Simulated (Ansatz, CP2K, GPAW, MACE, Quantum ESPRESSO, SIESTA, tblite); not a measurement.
# CP2K runs on generalised stacking fault on (110) of a KCl-RbCl solid solution (80 atoms), part 2 of 3

Aim: run generalised stacking fault on (110) of a KCl-RbCl solid solution (80 atoms) in CP2K and see how near its forces come to a plane-wave reference, and at what cost.

Program: CP2K 2026.2; the method stands at each step. Banners, paths, timers and routine set-up lines are dropped from the logs unmarked, and long logs keep their key lines alone; longer cuts are marked.

So far. Step 2 (PBE, DZVP-MOLOPT-SR, 600/50 Ry, diagonalisation): Forces lie 8.3 % from the reference's, at 7.1 times its CPU time (on 4 against 8 cores). Step 3 (PBE, TZVP-MOLOPT (SR for Rb, K), 600/50 Ry …): Against the first run (8.3 %), the force difference from the reference is 6.3 %, at 1.2 times the CPU time, with 1400 basis functions against 1080: the larger basis brings the forces nearer.

## (4) PBE, SZV-MOLOPT-SR, 600/50 Ry, diagonalisation

Method: Kohn-Sham DFT, PBE, GTH-PBE pseudopotentials, Gaussian and plane waves, SZV-MOLOPT-SR-GTH, diagonalisation.

Input file input.inp:

```
&GLOBAL
  PROJECT cell
  RUN_TYPE ENERGY_FORCE
  PRINT_LEVEL LOW
&END GLOBAL
&FORCE_EVAL
  METHOD QS
  STRESS_TENSOR ANALYTICAL
  &DFT
    BASIS_SET_FILE_NAME BASIS_MOLOPT
    POTENTIAL_FILE_NAME GTH_POTENTIALS
    &MGRID
      CUTOFF 600
      REL_CUTOFF 50
      NGRIDS 5
    &END MGRID
    &QS
      EPS_DEFAULT 1.0E-12
    &END QS
    &SCF
      SCF_GUESS ATOMIC
      EPS_SCF 1.0E-06
      MAX_SCF 200
      ADDED_MOS 40
      &DIAGONALIZATION
        ALGORITHM STANDARD
      &END DIAGONALIZATION
      &SMEAR ON
        METHOD FERMI_DIRAC
        ELECTRONIC_TEMPERATURE [K] 580
      &END SMEAR
      &MIXING
        METHOD BROYDEN_MIXING
        ALPHA 0.15
        NBROYDEN 8
      &END MIXING
      &PRINT
        &RESTART OFF
        &END RESTART
      &END PRINT
    &END SCF
    &XC
      &XC_FUNCTIONAL PBE
      &END XC_FUNCTIONAL
    &END XC
    &PRINT
      &MULLIKEN ON
      &END MULLIKEN
      &LOWDIN ON
      &END LOWDIN
      &MO ON
        EIGENVALUES T
        OCCUPATION_NUMBERS T
        MO_INDEX_RANGE 309 332
        &EACH
          QS_SCF 0
        &END EACH
        ADD_LAST NUMERIC
      &END MO
    &END PRINT
  &END DFT
  &SUBSYS
    &CELL
      A 7.33940 0.00000 0.00000
      B 0.00000 10.37948 0.00000
      C 3.36387 0.00000 26.04870
    &END CELL
    &COORD
      SCALED
[... 80 atom lines left out: the same atoms as in the first run ...]
    &END COORD
    &KIND Rb
      BASIS_SET SZV-MOLOPT-SR-GTH-q9
      POTENTIAL GTH-PBE-q9
    &END KIND
    &KIND Cl
      BASIS_SET SZV-MOLOPT-SR-GTH-q7
      POTENTIAL GTH-PBE-q7
    &END KIND
    &KIND K
      BASIS_SET SZV-MOLOPT-SR-GTH-q9
      POTENTIAL GTH-PBE-q9
    &END KIND
  &END SUBSYS
  &PRINT
    &FORCES ON
    &END FORCES
    &STRESS_TENSOR ON
    &END STRESS_TENSOR
  &END PRINT
&END FORCE_EVAL
```

On the command line:

```sh
$ OMP_NUM_THREADS=1 cp2k.psmp -i input.inp > output.txt
```

Numbers of over 12 decimals in the logs are rounded to 6 here.

What it wrote:

```text
CP2K| version string:                                       CP2K version 2026.2
 CP2K| Input file name                                                 input.inp
 GLOBAL| Basis set file name                                        BASIS_MOLOPT
 GLOBAL| Potential file name                                      GTH_POTENTIALS
 GLOBAL| Run type                                                   ENERGY_FORCE
 GLOBAL| Total number of message passing processes                             1
 GLOBAL| Number of threads for this process                                    1
[... lines left out ...]
                        Smear method:                                FERMI_DIRAC
[... lines left out ...]
 Number of electrons:                                                        640
[... lines left out ...]
  Step     Update method      Time    Convergence         Total energy    Change
[... lines left out ...]
  *** SCF run converged in    23 steps ***
[... lines left out ...]
  Fermi energy:                                                 0.281570
  Total energy:                                             -1677.679958
  Total energy (extrapolated to T->0):                      -1677.679958
[... lines left out ...]
 MO| E(Fermi):            0.281570 a.u.          7.661913 eV
[... lines left out ...]
      79     Rb       1          8.351780                              0.648220
      80     Cl       2          7.625736                             -0.625736
 # Total charge                            640.000000                 -0.000000
 ENERGY| Total FORCE_EVAL ( QS ) energy [hartree]          -1677.679967
 FORCES| Atomic forces [hartree/bohr]
 FORCES|   Atom     x               y               z               |f|
 FORCES|      1  1.62528432E-03 -1.91348101E-03  4.97286986E-03   5.57067261E-03
 FORCES|      2 -4.14892682E-03 -2.63100002E-03 -5.15514719E-03   7.12118652E-03
 FORCES|      3 -2.32786959E-03 -1.21940539E-04  1.78702251E-03   2.93722586E-03
[...]
FORCES|     79 -3.47190306E-03  2.43194313E-03  1.41307579E-03   4.46824814E-03
 FORCES|     80 -1.14580028E-03 -4.82952809E-03  4.31166916E-03   6.57477686E-03
 FORCES| Sum     1.23931304E-05  1.20647392E-05 -2.35158839E-05
 FORCES| Total atomic force                                       2.91915127E-05
 STRESS| Analytical stress tensor [bar]
 STRESS|                        x                   y                   z
 STRESS|      x        1.12357044736E+05  -7.78509959105E+01   1.42868953145E+03
 STRESS|      y       -7.78509959105E+01   7.80632170160E+04  -6.97073079708E+01
 STRESS|      z        1.42868953145E+03  -6.97073079708E+01   7.72231094531E+04
 STRESS| 1/3 Trace                                             8.92144570683E+04
```

Elapsed: 6.7 min, on 1 thread of Arm Neoverse V2, shared host; peak memory 5.1 GiB.

Compared with the plane-wave run:

```
r.m.s. force component                           : 0.1598 eV/Å
r.m.s. difference of force components            : 50.03 meV/Å
longest difference of force vectors              : 171.5 meV/Å
force difference over r.m.s. force               : 44.86 %
slope of forces against the reference's          : 1.426
correlation of force components                  : 0.9951
gap (highest filled to lowest empty level) : 4.672 eV
gap difference                                   : -0.8604 eV
pressure                                         : 8.921 GPa
pressure difference                              : 3.438 GPa
```

This is a coarse setting, run to see what it loses.

Against the first run (8.3 %), the force difference from the reference is 45 %, at 0.63 times the CPU time (on 1 against 4 cores), with 360 basis functions against 1080: the smaller basis costs accuracy.

## (5) PBE, TZVP-UZH, 600/50 Ry, diagonalisation

Method: Kohn-Sham DFT, PBE, GTH-PBE pseudopotentials, Gaussian and plane waves, TZVP-MOLOPT (UZH set), diagonalisation.

Changes to input.inp since step 4:

```diff
@@ -9,4 +9,4 @@
   &DFT
-    BASIS_SET_FILE_NAME BASIS_MOLOPT
-    POTENTIAL_FILE_NAME GTH_POTENTIALS
+    BASIS_SET_FILE_NAME BASIS_MOLOPT_UZH
+    POTENTIAL_FILE_NAME POTENTIAL_UZH
     &MGRID
@@ -23,3 +23,3 @@
       MAX_SCF 200
-      ADDED_MOS 40
+      ADDED_MOS 52
       &DIAGONALIZATION
@@ -68,7 +68,30 @@
     &COORD
-      SCALED
-[... 80 atom lines left out: the same atoms as in the first run ...]
+      Rb 7.32250 0.02543 25.91611
+      Cl 1.84301 10.36910 2.59341
+      K 3.67618 0.00270 25.96587
+      Cl 5.52785 10.36381 2.62597
+      K 7.31918 5.18860 25.90856
+      Cl 1.85726 5.19991 2.57934
+      K 3.67137 5.19275 25.90074
+      Cl 5.54156 5.16109 2.60200
+      K 7.34536 2.61822 2.55876
+      Cl 1.85132 2.56913 5.15452
+      Rb 3.67303 2.60297 2.57596
+      Cl 5.51974 2.59964 5.14514
+      K 7.33627 0.03052 5.17093
+      Cl 1.83114 10.37906 7.76720
+      Rb 3.66154 0.01837 5.16442
+      Cl 5.51134 10.35665 7.78544
+      K 7.34883 7.75866 2.61633
+      Cl 1.80887 7.77537 5.19125
+      K 3.67336 7.77672 2.60747
+      Cl 5.55561 7.80246 5.17510
+[... 56 atom lines left out ...]
+      K 7.34904 7.77361 23.32765
+      Cl 9.17374 7.80900 25.96456
+      Rb 3.70907 7.77984 23.33338
+      Cl 5.51391 7.81077 25.93930
     &END COORD
     &KIND Rb
-      BASIS_SET SZV-MOLOPT-SR-GTH-q9
+      BASIS_SET TZVP-MOLOPT-PBE-GTH-q9
       POTENTIAL GTH-PBE-q9
@@ -76,3 +99,3 @@
     &KIND Cl
-      BASIS_SET SZV-MOLOPT-SR-GTH-q7
+      BASIS_SET TZVP-MOLOPT-PBE-GTH-q7
       POTENTIAL GTH-PBE-q7
@@ -80,3 +103,3 @@
     &KIND K
-      BASIS_SET SZV-MOLOPT-SR-GTH-q9
+      BASIS_SET TZVP-MOLOPT-PBE-GTH-q9
       POTENTIAL GTH-PBE-q9
```

On the command line:

```sh
$ OMP_NUM_THREADS=1 mpirun -np 4 cp2k.psmp -i input.inp > output.txt
```

What it wrote:

```text
CP2K| version string:                                       CP2K version 2026.2
 CP2K| Input file name                                                 input.inp
 GLOBAL| Basis set file name                                    BASIS_MOLOPT_UZH
 GLOBAL| Potential file name                                       POTENTIAL_UZH
 GLOBAL| Run type                                                   ENERGY_FORCE
 GLOBAL| Total number of message passing processes                             4
 GLOBAL| Number of threads for this process                                    1
 TOTAL NUMBERS AND MAXIMUM NUMBERS
  Total number of            - Atomic kinds:                                   3
                             - Atoms:                                         80
[... lines left out ...]
                        Smear method:                                FERMI_DIRAC
[... lines left out ...]
 Number of electrons:                                                        640
[... lines left out ...]
  Step     Update method      Time    Convergence         Total energy    Change
[... lines left out ...]
  *** SCF run converged in    19 steps ***
[... lines left out ...]
  Fermi energy:                                                 0.235173
  Total energy:                                             -1680.054466
  Total energy (extrapolated to T->0):                      -1680.054466
[... lines left out ...]
 MO| E(Fermi):            0.235173 a.u.          6.399390 eV
[... lines left out ...]
       1     Rb       1          8.398495                              0.601505
       2     Cl       2          7.708028                             -0.708028
       3     K        3          8.234563                              0.765437
[...]
# Total charge                            640.000000                 -0.000000
 !-----------------------------------------------------------------------------!
 LOWDIN POPULATION ANALYSIS
 #  Atom  Element  Kind  Atomic population                           Net charge
[...]
79     Rb       1          8.854340                              0.145660
      80     Cl       2          7.036141                             -0.036141
 # Total charge                            640.000000                 -0.000000
 ENERGY| Total FORCE_EVAL ( QS ) energy [hartree]          -1680.054447
 FORCES| Atomic forces [hartree/bohr]
 FORCES|   Atom     x               y               z               |f|
 FORCES|      1  8.01167889E-04 -1.19534546E-03  3.43994228E-03   3.72879654E-03
 FORCES|      2 -3.70870289E-03 -2.16127088E-03 -3.99192923E-03   5.86183145E-03
 FORCES|      3 -2.00056206E-03 -3.00065350E-04  1.00392915E-03   2.25835372E-03
[...]
FORCES|     79 -2.65561214E-03  1.32200556E-03  1.12278466E-03   3.17184803E-03
 FORCES|     80 -8.62189310E-04 -3.67819950E-03  3.29447705E-03   5.01259424E-03
 FORCES| Sum     1.80338541E-05  1.11518747E-05 -2.14354450E-05
 FORCES| Total atomic force                                       3.01506634E-05
 STRESS| Analytical stress tensor [bar]
 STRESS|                        x                   y                   z
 STRESS|      x        7.38383535748E+04  -5.00602221500E+01   1.25386696184E+03
 STRESS|      y       -5.00602221500E+01   5.03714580924E+04  -3.97254471738E+01
 STRESS|      z        1.25386696184E+03  -3.97254471738E+01   4.79176271257E+04
 STRESS| 1/3 Trace                                             5.73758129310E+04
```

The job ended after 3.1 min (4 MPI ranks; peak memory 7.5 GiB).

Compared with the plane-wave run:

* r.m.s. force component: 0.1225 eV/Å
* r.m.s. difference of force components: 11.39 meV/Å
* longest difference of force vectors: 37.45 meV/Å
* force difference over r.m.s. force: 10.22 %
* slope of forces against the reference's: 1.098
* correlation of force components: 0.9997
* gap (highest filled to lowest empty level): 5.509 eV
* gap difference: -0.0236 eV
* pressure: 5.738 GPa
* pressure difference: 0.254 GPa

Against the first run (8.3 %), the force difference from the reference is 10 %, at 1.2 times the CPU time, with 1400 basis functions against 1080; this set comes with other potentials too, so the change isn't the basis's alone.

## (6) PBE, DZVP-MOLOPT-SR, 300/50 Ry, diagonalisation

Method: Kohn-Sham DFT, PBE, GTH-PBE pseudopotentials, Gaussian and plane waves, DZVP-MOLOPT-SR-GTH, diagonalisation.

Changes to input.inp since step 5:

```diff
@@ -9,8 +9,7 @@
   &DFT
-    BASIS_SET_FILE_NAME BASIS_MOLOPT_UZH
-    POTENTIAL_FILE_NAME POTENTIAL_UZH
+    BASIS_SET_FILE_NAME BASIS_MOLOPT
+    POTENTIAL_FILE_NAME GTH_POTENTIALS
     &MGRID
-      CUTOFF 600
+      CUTOFF 300
       REL_CUTOFF 50
-      NGRIDS 5
     &END MGRID
@@ -67,7 +66,8 @@
     &END CELL
-    &COORD
-[... 80 atom lines left out: the same atoms as in the first run ...]
-    &END COORD
+    &TOPOLOGY
+      COORD_FILE_NAME structure.xyz
+      COORD_FILE_FORMAT XYZ
+    &END TOPOLOGY
     &KIND Rb
-      BASIS_SET TZVP-MOLOPT-PBE-GTH-q9
+      BASIS_SET DZVP-MOLOPT-SR-GTH-q9
       POTENTIAL GTH-PBE-q9
@@ -75,3 +75,3 @@
     &KIND Cl
-      BASIS_SET TZVP-MOLOPT-PBE-GTH-q7
+      BASIS_SET DZVP-MOLOPT-SR-GTH-q7
       POTENTIAL GTH-PBE-q7
@@ -79,3 +79,3 @@
     &KIND K
-      BASIS_SET TZVP-MOLOPT-PBE-GTH-q9
+      BASIS_SET DZVP-MOLOPT-SR-GTH-q9
       POTENTIAL GTH-PBE-q9
```

Input file structure.xyz:

```xyz
80

[... 80 atom lines left out: the same atoms as in the first run ...]
```

On the command line:

```sh
$ OMP_NUM_THREADS=2 cp2k.psmp -i input.inp > output.txt
```

What it wrote:

```text
CP2K| version string:                                       CP2K version 2026.2
 CP2K| Input file name                                                 input.inp
 GLOBAL| Basis set file name                                        BASIS_MOLOPT
 GLOBAL| Potential file name                                      GTH_POTENTIALS
 GLOBAL| Run type                                                   ENERGY_FORCE
 GLOBAL| Total number of message passing processes                             1
 GLOBAL| Number of threads for this process                                    2
 TOTAL NUMBERS AND MAXIMUM NUMBERS
  Total number of            - Atomic kinds:                                   3
                             - Atoms:                                         80
[... lines left out ...]
                        Smear method:                                FERMI_DIRAC
[... lines left out ...]
 Number of electrons:                                                        640
[... lines left out ...]
  Step     Update method      Time    Convergence         Total energy    Change
[... lines left out ...]
  *** SCF run converged in    21 steps ***
[... lines left out ...]
  Fermi energy:                                                 0.236254
  Total energy:                                             -1680.315686
  Total energy (extrapolated to T->0):                      -1680.315686
[... lines left out ...]
 MO| E(Fermi):            0.236254 a.u.          6.428794 eV
[... lines left out ...]
       1     Rb       1          8.542069                              0.457931
       2     Cl       2          7.525361                             -0.525361
       3     K        3          8.442941                              0.557059
[...]
# Total charge                            640.000000                 -0.000000
 !-----------------------------------------------------------------------------!
 LOWDIN POPULATION ANALYSIS
 #  Atom  Element  Kind  Atomic population                           Net charge
[...]
79     Rb       1          9.050124                             -0.050124
      80     Cl       2          7.078651                             -0.078651
 # Total charge                            640.000000                 -0.000000
 ENERGY| Total FORCE_EVAL ( QS ) energy [hartree]          -1680.315693
 FORCES| Atomic forces [hartree/bohr]
 FORCES|   Atom     x               y               z               |f|
 FORCES|      1  7.79978302E-04 -1.28389773E-03  3.41908723E-03   3.73455714E-03
 FORCES|      2 -3.49825908E-03 -2.09134890E-03 -3.94642057E-03   5.67325234E-03
 FORCES|      3 -1.98115106E-03 -3.09514892E-04  9.90034523E-04   2.23627533E-03
[...]
FORCES|     79 -2.59077243E-03  1.37403809E-03  1.10111842E-03   3.13249808E-03
 FORCES|     80 -9.26730681E-04 -3.64091842E-03  3.22036402E-03   4.94831901E-03
 FORCES| Sum     1.26813364E-04 -6.47181137E-05 -3.57791830E-04
 FORCES| Total atomic force                                       3.85077988E-04
 STRESS| Analytical stress tensor [bar]
 STRESS|                        x                   y                   z
 STRESS|      x        7.44338084896E+04  -4.63483431858E+01   1.27253202298E+03
 STRESS|      y       -4.63483431858E+01   5.03706633427E+04  -6.58078064117E+01
 STRESS|      z        1.27253202298E+03  -6.58078064117E+01   4.76755723921E+04
 STRESS| 1/3 Trace                                             5.74933480748E+04
```

Run time: 4.6 min. Hardware: 2 threads; peak memory 2.2 GiB; 8.8 min of CPU time.

Numbers from this run, and their distance from the reference:

| Property | Result |
| --- | --- |
| r.m.s. force component | 0.1205 eV/Å |
| r.m.s. difference of force components | 9.399 meV/Å |
| longest difference of force vectors | 31.5 meV/Å |
| force difference over r.m.s. force | 8.428 % |
| slope of forces against the reference's | 1.08 |
| correlation of force components | 0.9997 |
| gap (highest filled to lowest empty level) | 5.538 eV |
| gap difference | 0.0055 eV |
| pressure | 5.749 GPa |
| pressure difference | 0.2657 GPa |
| energy less the same-level run's | -0.0095 meV/atom |
| r.m.s. force difference from the same-level run | 1.149 meV/Å |

This is a coarse setting, run to see what it loses.

Against the first run (8.3 %), the force difference from the reference is 8.4 %, at 0.82 times the CPU time (on 2 against 4 cores): the change moves forces by 1.1 meV/Å r.m.s., so most of the difference comes from elsewhere.

## (7) PBE, DZVP-MOLOPT-SR, 420/50 Ry, diagonalisation

Method: Kohn-Sham DFT, PBE, GTH-PBE pseudopotentials, Gaussian and plane waves, DZVP-MOLOPT-SR-GTH, diagonalisation.

Changes to input.inp since step 6:

```diff
@@ -12,3 +12,3 @@
     &MGRID
-      CUTOFF 300
+      CUTOFF 420
       REL_CUTOFF 50
@@ -66,6 +66,5 @@
     &END CELL
-    &TOPOLOGY
-      COORD_FILE_NAME structure.xyz
-      COORD_FILE_FORMAT XYZ
-    &END TOPOLOGY
+    &COORD
+[... 80 atom lines left out: the same atoms as in the first run ...]
+    &END COORD
     &KIND Rb
```

What it wrote:

```text
CP2K| version string:                                       CP2K version 2026.2
 CP2K| Input file name                                                 input.inp
 GLOBAL| Basis set file name                                        BASIS_MOLOPT
 GLOBAL| Potential file name                                      GTH_POTENTIALS
 GLOBAL| Run type                                                   ENERGY_FORCE
 GLOBAL| Total number of message passing processes                             1
 GLOBAL| Number of threads for this process                                    2
[... lines left out ...]
                        Smear method:                                FERMI_DIRAC
[... lines left out ...]
 Number of electrons:                                                        640
[... lines left out ...]
  Step     Update method      Time    Convergence         Total energy    Change
[... lines left out ...]
  *** SCF run converged in    21 steps ***
[... lines left out ...]
  Fermi energy:                                                 0.236254
  Total energy:                                             -1680.315670
  Total energy (extrapolated to T->0):                      -1680.315670
[... lines left out ...]
 MO| E(Fermi):            0.236254 a.u.          6.428795 eV
[... lines left out ...]
      79     Rb       1          9.050124                             -0.050124
      80     Cl       2          7.078651                             -0.078651
 # Total charge                            640.000000                 -0.000000
 ENERGY| Total FORCE_EVAL ( QS ) energy [hartree]          -1680.315677
 FORCES| Atomic forces [hartree/bohr]
 FORCES|   Atom     x               y               z               |f|
 FORCES|      1  8.48771213E-04 -1.24620920E-03  3.38292498E-03   3.70373209E-03
 FORCES|      2 -3.49927039E-03 -2.09089032E-03 -3.94609352E-03   5.67347951E-03
 FORCES|      3 -1.98457214E-03 -3.08231821E-04  1.00114976E-03   2.24406646E-03
[...]
FORCES|     79 -2.63245046E-03  1.37093524E-03  1.04985547E-03   3.14824639E-03
 FORCES|     80 -9.26805464E-04 -3.64254016E-03  3.22189929E-03   4.95052545E-03
 FORCES| Sum     4.09554642E-05 -5.73465152E-05 -1.39115223E-04
 FORCES| Total atomic force                                       1.55945562E-04
 STRESS| Analytical stress tensor [bar]
 STRESS|                        x                   y                   z
 STRESS|      x        7.44331743604E+04  -4.65379509547E+01   1.27235857895E+03
 STRESS|      y       -4.65379509547E+01   5.03702718277E+04  -6.58504002506E+01
 STRESS|      z        1.27235857895E+03  -6.58504002506E+01   4.76757362447E+04
 STRESS| 1/3 Trace                                             5.74930608109E+04
```

Run time: 5.3 min. Hardware: 2 threads; peak memory 3 GiB.

Compared with the plane-wave run:

```yaml
r_m_s_force_component: 0.1205 eV/Å
r_m_s_difference_of_force_components: 9.355 meV/Å
longest_difference_of_force_vectors: 31.52 meV/Å
force_difference_over_r_m_s_force: 8.388 %
slope_of_forces_against_the_reference_s: 1.08
correlation_of_force_components: 0.9998
spacing_of_highest_filled_and_lowest_empty_level: 5.538 eV
gap_difference: 0.0055 eV
pressure: 5.749 GPa
pressure_difference: 0.2657 GPa
energy_less_the_same_level_run_s: -0.0042 meV/atom
r_m_s_force_difference_from_the_same_level_run: 0.665 meV/Å
```

Against the first run (8.3 %), the force difference from the reference is 8.4 %, at 0.94 times the CPU time (on 2 against 4 cores): the change moves forces by 0.67 meV/Å r.m.s., so most of the difference comes from elsewhere.

(Continued in part 3 of 3.)

[Also dropped from logs without a mark: logging warnings of Python, and SIESTA's first energy breakdown and zero terms.]

[Logs are printed without paths, hosts, clocks, repeated set-up lines and the standing remarks that a program may print on its own settings, such as how far it seeks lower states.]

[Hosts, paths, dates, database ids (printed as entryN), source tags and the programs' standing remarks are cut or masked in the printed files.]
